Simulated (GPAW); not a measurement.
# Li2O (Fm-3m) in GPAW: single point with LDA

Aim: the single point of Li2O with LDA.

All numbers are computed with GPAW 26.7.0; they aren't measurements. Logs are shortened: lines on timing, memory, paths and dates and some standing lists are left out, and cuts for length are marked. The log counts tension as positive stress, the text compression.

### Step 1. Starting point

Symmetry: Fm-3m, No. 225, cubic system. The conventional cell has a = 4.654 Å, b = 4.654 Å, c = 4.654 Å, α = 90.00°, β = 90.00°, γ = 90.00°. O (site symmetry m-3m) is surrounded by 8 Li at 2.02 Å. Around Li (site symmetry -43m) lie 4 O at 2.02 Å.

The cell comes from a database or a generator and needn't be the stable form of this composition.

### Step 2. Single point, LDA

run.py

```python
import spglib
from ase import Atoms
from ase.dft.bandgap import bandgap
from ase.io import read, write
from ase.units import GPa
from gpaw import GPAW, PW

atoms = read('Li2O.cif')
cell, positions, numbers = spglib.find_primitive(
    (atoms.cell[:], atoms.get_scaled_positions(), atoms.numbers), symprec=1e-4)
atoms = Atoms(numbers, cell=cell, scaled_positions=positions, pbc=True)

calc = GPAW(mode=PW(600),
            xc='LDA',
            kpts={'size': (8, 8, 8), 'gamma': True},
            occupations={'name': 'fermi-dirac', 'width': 0.05},
            nbands=12,
            maxiter=120,
            txt='gpaw.txt')
atoms.calc = calc
energy = atoms.get_potential_energy()
forces = atoms.get_forces()
stress = atoms.get_stress()
calc.write('gs.gpw')
write('result.traj', atoms)
print(f'Energy: {energy:.6f} eV')
print('Forces (eV/A):')
print(forces.round(4))
print('Stress (GPa):', (stress / GPa).round(3))
print('Fermi level:', round(calc.get_fermi_level(), 4), 'eV')
print(f'Gap: {bandgap(calc)[0]:.4f} eV, direct: {bandgap(calc, direct=True)[0]:.4f} eV')
```

Li2O.cif

```cif
data_Li2O
_cell_length_a 4.65370876
_cell_length_b 4.65370876
_cell_length_c 4.65370876
_cell_angle_alpha 90.00000000
_cell_angle_beta 90.00000000
_cell_angle_gamma 90.00000000
_space_group_name_H-M_alt 'Fm-3m'
_space_group_name_Hall '-F 4 2 3'
_space_group_IT_number 225
loop_
_space_group_symop_operation_xyz
'x,y,z'
'-x,-y,-z'
'-y,x,z'
'y,-x,-z'
'-x,-y,z'
'x,y,-z'
'y,-x,z'
'-y,x,-z'
'x,-y,-z'
'-x,y,z'
'-y,-x,-z'
'y,x,z'
'-x,y,-z'
'x,-y,z'
'y,x,-z'
'-y,-x,z'
'z,x,y'
'-z,-x,-y'
'z,-y,x'
'-z,y,-x'
'z,-x,-y'
'-z,x,y'
'z,y,-x'
'-z,-y,x'
'-z,x,-y'
'z,-x,y'
'-z,-y,-x'
'z,y,x'
'-z,-x,y'
'z,x,-y'
'-z,y,x'
'z,-y,-x'
'y,z,x'
'-y,-z,-x'
'x,z,-y'
'-x,-z,y'
'-y,z,-x'
'y,-z,x'
'-x,z,y'
'x,-z,-y'
'-y,-z,x'
'y,z,-x'
'-x,-z,-y'
'x,z,y'
'y,-z,-x'
'-y,z,x'
'x,-z,y'
'-x,z,-y'
'x,y+1/2,z+1/2'
'-x,-y+1/2,-z+1/2'
[... 63 lines left out ...]
'-z+1/2,-x,-y+1/2'
'z+1/2,-y,x+1/2'
'-z+1/2,y,-x+1/2'
'z+1/2,-x,-y+1/2'
'-z+1/2,x,y+1/2'
'z+1/2,y,-x+1/2'
'-z+1/2,-y,x+1/2'
'-z+1/2,x,-y+1/2'
'z+1/2,-x,y+1/2'
'-z+1/2,-y,-x+1/2'
'z+1/2,y,x+1/2'
'-z+1/2,-x,y+1/2'
'z+1/2,x,-y+1/2'
'-z+1/2,y,x+1/2'
'z+1/2,-y,-x+1/2'
'y+1/2,z,x+1/2'
'-y+1/2,-z,-x+1/2'
'x+1/2,z,-y+1/2'
'-x+1/2,-z,y+1/2'
'-y+1/2,z,-x+1/2'
'y+1/2,-z,x+1/2'
'-x+1/2,z,y+1/2'
'x+1/2,-z,-y+1/2'
'-y+1/2,-z,x+1/2'
'y+1/2,z,-x+1/2'
'-x+1/2,-z,-y+1/2'
'x+1/2,z,y+1/2'
'y+1/2,-z,-x+1/2'
'-y+1/2,z,x+1/2'
'x+1/2,-z,y+1/2'
'-x+1/2,z,-y+1/2'
'x+1/2,y+1/2,z'
'-x+1/2,-y+1/2,-z'
'-y+1/2,x+1/2,z'
'y+1/2,-x+1/2,-z'
'-x+1/2,-y+1/2,z'
'x+1/2,y+1/2,-z'
'y+1/2,-x+1/2,z'
'-y+1/2,x+1/2,-z'
'x+1/2,-y+1/2,-z'
'-x+1/2,y+1/2,z'
'-y+1/2,-x+1/2,-z'
'y+1/2,x+1/2,z'
'-x+1/2,y+1/2,-z'
'x+1/2,-y+1/2,z'
'y+1/2,x+1/2,-z'
'-y+1/2,-x+1/2,z'
'z+1/2,x+1/2,y'
'-z+1/2,-x+1/2,-y'
'z+1/2,-y+1/2,x'
'-z+1/2,y+1/2,-x'
'z+1/2,-x+1/2,-y'
'-z+1/2,x+1/2,y'
'z+1/2,y+1/2,-x'
'-z+1/2,-y+1/2,x'
'-z+1/2,x+1/2,-y'
'z+1/2,-x+1/2,y'
'-z+1/2,-y+1/2,-x'
'z+1/2,y+1/2,x'
'-z+1/2,-x+1/2,y'
'z+1/2,x+1/2,-y'
'-z+1/2,y+1/2,x'
'z+1/2,-y+1/2,-x'
'y+1/2,z+1/2,x'
'-y+1/2,-z+1/2,-x'
'x+1/2,z+1/2,-y'
'-x+1/2,-z+1/2,y'
'-y+1/2,z+1/2,-x'
'y+1/2,-z+1/2,x'
'-x+1/2,z+1/2,y'
'x+1/2,-z+1/2,-y'
'-y+1/2,-z+1/2,x'
'y+1/2,z+1/2,-x'
'-x+1/2,-z+1/2,-y'
'x+1/2,z+1/2,y'
'y+1/2,-z+1/2,-x'
'-y+1/2,z+1/2,x'
'x+1/2,-z+1/2,y'
'-x+1/2,z+1/2,-y'
loop_
_atom_site_label
_atom_site_type_symbol
_atom_site_symmetry_multiplicity
_atom_site_Wyckoff_symbol
_atom_site_fract_x
_atom_site_fract_y
_atom_site_fract_z
_atom_site_occupancy
O1 O 4 a 0.0000000000 0.0000000000 0.0000000000 1
Li1 Li 8 c 0.2500000000 0.7500000000 0.7500000000 1
```

Potentials or basis: the program's PAW data sets (release 1.2.1) made for this functional, pw.

Run with:

```bash
> OMP_NUM_THREADS=1 python run.py
```

gpaw.txt:

```text
__  _  _
 | _ |_)|_||  |
 |__||  | ||/\| - 26.7.0

Input parameters:
  mode=PW(ecut=600.0),
  kpts=MonkhorstPack(size=(8, 8, 8), gamma=True),
  maxiter=120,
  nbands=12,
  occupations=Occupations(name='fermi-dirac', width=0.05),
  xc=XC(name='LDA')

Diagonalizing LCAO Hamiltonian
Converting LCAO to pw mode

                  Li

           Li

       O

Atoms  # Å, Bohr magnetons
|   | symbol |        x |        y |        z |    initial magnetic moments |
|---|--------|----------|----------|----------|-----------------------------|
| 0 |      O | 0.000000 | 0.000000 | 0.000000 | ( 0.0000,  0.0000,  0.0000) |
| 1 |     Li | 1.163427 | 1.163427 | 1.163427 | ( 0.0000,  0.0000,  0.0000) |
| 2 |     Li | 3.490282 | 3.490282 | 3.490282 | ( 0.0000,  0.0000,  0.0000) |

Unit cell  # Å
| periodic |        x |        y |        z |  lengths |    angles |
|----------|----------|----------|----------|----------|-----------|
|      yes | 0.000000 | 2.326854 | 2.326854 | 3.290669 | 60.000000 |
|      yes | 2.326854 | 0.000000 | 2.326854 | 3.290669 | 60.000000 |
|      yes | 2.326854 | 2.326854 | 0.000000 | 3.290669 | 60.000000 |

Number of symmetries: 48
Symmetry operations  # r_c * U_cc + t_c -> r_c
|    | kind |            matrix            |
|----|------|------------------------------|
|  0 |  σ   |  1, 0, 0,  1, 0,-1,  1,-1, 0 |
|  1 |  C2  |  1, 0, 0,  1,-1, 0,  1, 0,-1 |
|  2 |  E   |  1, 0, 0,  0, 1, 0,  0, 0, 1 |
|  3 |  σ   |  1, 0, 0,  0, 0, 1,  0, 1, 0 |
|  4 |  C4  |  1, 0,-1,  1, 0, 0,  1,-1, 0 |
|  5 |  S6  |  1, 0,-1,  1,-1, 0,  1, 0, 0 |
|  6 |  σ   |  1, 0,-1,  0, 1,-1,  0, 0,-1 |
|  7 |  C3  |  1, 0,-1,  0, 0,-1,  0, 1,-1 |
|  8 |  S6  |  1,-1, 0,  1, 0, 0,  1, 0,-1 |
|  9 |  C4  |  1,-1, 0,  1, 0,-1,  1, 0, 0 |
| 10 |  C3  |  1,-1, 0,  0,-1, 1,  0,-1, 0 |
| 11 |  σ   |  1,-1, 0,  0,-1, 0,  0,-1, 1 |
| 12 |  σ   |  0, 1, 0,  1, 0, 0,  0, 0, 1 |
| 13 |  C4  |  0, 1, 0,  0, 1,-1, -1, 1, 0 |
| 14 |  C3  |  0, 1, 0,  0, 0, 1,  1, 0, 0 |
| 15 |  S6  |  0, 1, 0, -1, 1, 0,  0, 1,-1 |
| 16 |  C2  |  0, 1,-1,  1, 0,-1,  0, 0,-1 |
| 17 |  σ   |  0, 1,-1,  0, 1, 0, -1, 1, 0 |
| 18 |  S4  |  0, 1,-1,  0, 0,-1,  1, 0,-1 |
| 19 |  C4  |  0, 1,-1, -1, 1, 0,  0, 1, 0 |
| 20 |  C3  |  0, 0, 1,  1, 0, 0,  0, 1, 0 |
| 21 |  σ   |  0, 0, 1,  0, 1, 0,  1, 0, 0 |
| 22 |  S6  |  0, 0, 1,  0,-1, 1, -1, 0, 1 |
| 23 |  C4  |  0, 0, 1, -1, 0, 1,  0,-1, 1 |
| 24 |  S4  |  0, 0,-1,  1, 0,-1,  0, 1,-1 |
| 25 |  C3  |  0, 0,-1,  0, 1,-1,  1, 0,-1 |
| 26 |  C2  |  0, 0,-1,  0,-1, 0, -1, 0, 0 |
| 27 |  S6  |  0, 0,-1, -1, 0, 0,  0,-1, 0 |
| 28 |  S4  |  0,-1, 1,  1,-1, 0,  0,-1, 0 |
| 29 |  C4  |  0,-1, 1,  0, 0, 1, -1, 0, 1 |
| 30 |  C2  |  0,-1, 1,  0,-1, 0,  1,-1, 0 |
| 31 |  σ   |  0,-1, 1, -1, 0, 1,  0, 0, 1 |
| 32 |  C3  |  0,-1, 0,  1,-1, 0,  0,-1, 1 |
| 33 |  S6  |  0,-1, 0,  0, 0,-1, -1, 0, 0 |
| 34 |  S4  |  0,-1, 0,  0,-1, 1,  1,-1, 0 |
| 35 |  C2  |  0,-1, 0, -1, 0, 0,  0, 0,-1 |
| 36 |  C2  | -1, 1, 0,  0, 1, 0,  0, 1,-1 |
| 37 |  S6  | -1, 1, 0,  0, 1,-1,  0, 1, 0 |
| 38 |  S4  | -1, 1, 0, -1, 0, 1, -1, 0, 0 |
| 39 |  C3  | -1, 1, 0, -1, 0, 0, -1, 0, 1 |
| 40 |  S6  | -1, 0, 1,  0, 0, 1,  0,-1, 1 |
| 41 |  C2  | -1, 0, 1,  0,-1, 1,  0, 0, 1 |
| 42 |  C3  | -1, 0, 1, -1, 1, 0, -1, 0, 0 |
| 43 |  S4  | -1, 0, 1, -1, 0, 0, -1, 1, 0 |
| 44 |  C2  | -1, 0, 0,  0, 0,-1,  0,-1, 0 |
| 45 |  i   | -1, 0, 0,  0,-1, 0,  0, 0,-1 |
| 46 |  σ   | -1, 0, 0, -1, 1, 0, -1, 0, 1 |
| 47 |  C2  | -1, 0, 0, -1, 0, 1, -1, 1, 0 |

BZ-sampling:
  Number of BZ points: 512
  Number of IBZ points: 29

  Monkhorst-Pack size: [8, 8, 8]
  Monkhorst-Pack shift: [0.0625, 0.0625, 0.0625]

K-points  # in reciprocal-cell coordinates
|     |                                coordinates |     weight |
|-----|--------------------------------------------|------------|
|   0 | (  0.00000000,   0.00000000,   0.00000000) | 0.00195312 |
|   1 | (  0.12500000,   0.12500000,   0.00000000) | 0.01171875 |
|   2 | (  0.12500000,   0.12500000,   0.12500000) | 0.01562500 |
|   3 | (  0.25000000,   0.12500000,   0.12500000) | 0.02343750 |
|   4 | (  0.25000000,   0.25000000,   0.00000000) | 0.01171875 |
|   5 | (  0.25000000,   0.25000000,   0.12500000) | 0.04687500 |
|   6 | (  0.25000000,   0.25000000,   0.25000000) | 0.01562500 |
|   7 | (  0.37500000,   0.25000000,  -0.37500000) | 0.04687500 |
|   8 | (  0.37500000,   0.25000000,   0.12500000) | 0.04687500 |
|   9 | (  0.37500000,   0.25000000,   0.25000000) | 0.04687500 |
| ... |                                            |            |
|  28 | (  0.50000000,   0.50000000,   0.50000000) | 0.00781250 |

Plane wave coefficients: 869
Cutoff: 600.0 eV

Spin-components: 1 (collinear spins)
Bands:           12
Projectors:      11
Spin-degeneracy: 2
Datatype:        complex128

Parallelization:
  kpt:    1
  domain: 1
  band:   1

Density:
  Valence electrons: 8.0
  Components: 1
  Grid points: [20 20 20]
  Charge: 0.0  # |e|

Potential:
  Grid points: [20 20 20]

species:
  O:
    name:    Oxygen
    Z:       8.0
    valence: 6
    core:    2
    charge:  0.0  # [|e|]
    compensation charges:
      type: gauss
      rc: 0.21  # [Å]
      lmax: 2
    cutoffs:
      filter: 1.17  # [Å]
      core: 0.83  # [Å]
    projectors
    | kind |    occ | energy [eV] | rcut [Å] |
    |------|--------|-------------|----------|
    |   2s |  2.000 |     -23.752 |    0.688 |
    |   2p |  4.000 |      -9.195 |    0.598 |
    |    s |        |       3.459 |    0.688 |
    |    p |        |      18.016 |    0.598 |
    |    d |        |       0.000 |    0.619 |

    Using partial waves for O as LCAO basis

  Li:
    name:    Lithium
    Z:       3.0
    valence: 1
    core:    2
    charge:  0.0  # [|e|]
    compensation charges:
      type: gauss
      rc: 0.33  # [Å]
      lmax: 2
    cutoffs:
      filter: 1.91  # [Å]
      core: 2.55  # [Å]
    projectors
    | kind |    occ | energy [eV] | rcut [Å] |
    |------|--------|-------------|----------|
    |   2s |  1.000 |      -2.874 |    1.058 |
    |   2p |  0.000 |      -1.126 |    1.058 |
    |    s |        |      24.338 |    1.058 |

    Using partial waves for Li as LCAO basis

Reference energy: -2427.125660  # eV

eigensolver:
  PPCG
  Converge bands: occupied
  niter=2

density mixing:
  MSR1-Mixer
  Pratt-step length: 0.05
  Maximum mixing coefficient: 0.75
  Old densities: 10
  SVD Regularization: 0.005
  Good broyden scale: 1.0
  Trust region scale: 1.0
  Backstep threshold: 4.0
  History deletion threshold: 6.0
  Fourier metric: weight=20.0, sigma=0.015

occupation numbers:
  Fermi-Dirac:
    width: 0.0500  # eV

poisson solver:
  ecut: 4800.0  # eV

xc functional:
  name: None

convergence criteria:
- Maximum [total energy] change in last 3 cyles: 0.0005 eV / valence electron
- Maximum integral of absolute [dens]ity change: 0.0001 electrons / valence electron
- Maximum integral of absolute [eigenst]ate change: 4e-08 eV^2 / valence electron
maximum number of iterations: 120

SCF iterations
|iter     | |      energy | eigst |  dens |
|---------|-|-------------|-------|-------|
|iter:   1| |  -16.357191 | -0.22 |       |
|iter:   2| |  -16.161741 | -2.65 | -0.77 |
|iter:   3| |  -15.665973 | -1.88 | -0.82 |
|iter:   4| |  -15.652821 | -3.28 | -1.25 |
|iter:   5| |  -15.649798 | -3.72 | -1.53 |
|iter:   6| |  -15.649817c| -6.04 | -2.67 |
|iter:   7| |  -15.649825c| -6.29 | -3.00 |
|iter:   8| |  -15.649825c| -7.80c| -4.67c|

Converged in 8 steps
Energy contributions relative to reference atoms: (reference = -2427.125660)

Energy contributions:
  Kinetic:          15.374762
  Coulomb:         -14.071718
  Zero:              0.138283
  External:          0.000000
  Xc:              -17.091153
  Entropy:           0.000000
  Spinorbit:         0.000000
  ----------------------------
  Free energy:     -15.649825
  Extrapolated:    -15.649825

dipole moment: (-13.028753, -13.028753, -13.028753)  # |e|*Ang

Fermi level: 2.722
Eigenvalues  # (at kpt = [0.000, 0.000, 0.000])
| band index |      eig [eV] | occ [0-2] |
|------------|---------------|-----------|
|          0 |       -14.273 |     2.000 |
|          1 |         0.862 |     2.000 |
|          2 |         0.862 |     2.000 |
|          3 |         0.862 |     2.000 |
|          4 |         5.919 |     0.000 |
|          5 |        12.330 |     0.000 |
|          6 |        12.330 |     0.000 |
|          7 |        12.330 |     0.000 |
|          8 |        19.503 |     0.000 |
|          9 |        19.503 |     0.000 |
|         10 |        19.503 |     0.000 |
|         11 |        28.253 |     0.000 |

Gap: 4.768 eV
Transition (v -> c):
  (s=0, k=0, n=3, [0.00, 0.00, 0.00]) -> (s=0, k=24, n=4, [0.50, 0.50, 0.00])
Direct/indirect transitions are different
Direct gap: 5.057 eV
Transition at: (s=0, k=0, n=3, [0.00, 0.00, 0.00])

Forces  # eV/Ang
|       x |        y |        z |
|---------|----------|----------|
| 0.00000 | -0.00000 | -0.00000 |  # O    0
| 0.00000 |  0.00000 |  0.00000 |  # Li   1
| 0.00000 |  0.00000 |  0.00000 |  # Li   2

Stress tensor  # eV/Ang^3
|         x |         y |         z |
|-----------|-----------|-----------|
|  0.055199 | -0.000000 | -0.000000 |
| -0.000000 |  0.055199 |  0.000000 |
| -0.000000 |  0.000000 |  0.055199 |

# Writing to gs.gpw (mode='')
```

Run time: 6.6 s. Hardware: 1 thread of Arm Neoverse V1, shared host; peak memory 0.13 GiB.

Results:

| Property | Result |
| --- | --- |
| Free energy | -15.6498 eV |
| Pressure | -8.8 GPa |
| Band gap on the k mesh | 4.77 eV, indirect (least direct gap 5.06 eV) |

Caveat: the cutoff is short for stress and forces, so pressures can be off by a GPa or more.
